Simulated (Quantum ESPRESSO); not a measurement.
**SiNi3: equation of state with PBE**

SiNi3:

```
CELL_PARAMETERS angstrom
3.54200 0.00000 0.00000
0.00000 3.54200 0.00000
0.00000 0.00000 3.54200
ATOMIC_POSITIONS crystal
Ni 0.50000 0.50000 0.00000
Ni 0.50000 0.00000 0.50000
Ni 0.00000 0.50000 0.50000
Si 0.00000 0.00000 0.00000
```

```json
{"Program": "Quantum ESPRESSO 7.5", "Task": "equation of state", "Functional": "PBE", "Potentials or basis": "SSSP 1.3 efficiency PBE", "Cutoff": "748 eV", "Density cutoff": "5987 eV", "k mesh": "8 × 8 × 8", "Occupations": "fermi-dirac, width 0.05 eV", "Spin": "collinear spin, ferromagnetic start", "Starting moments": "[1.0, 1.0, 1.0, 0.0] μB"}
```

```
Equilibrium volume                      : 10.79 Å³/atom
Bulk modulus                            : 213 GPa
Pressure derivative of the bulk modulus : 4.8
```

Energy against volume, from the lowest point:
| volume (Å³/atom) | energy (meV/atom) |
| --- | --- |
| 10.443 | 7.41 |
| 10.665 | 0.45 |
| 10.887 | 0.00 |
| 11.109 | 5.35 |
| 11.331 | 15.86 |
| 11.554 | 30.91 |
| 11.776 | 50.02 |

All runs of the series together: 9 min on 2 threads of Arm Neoverse V2, with other jobs on the host.
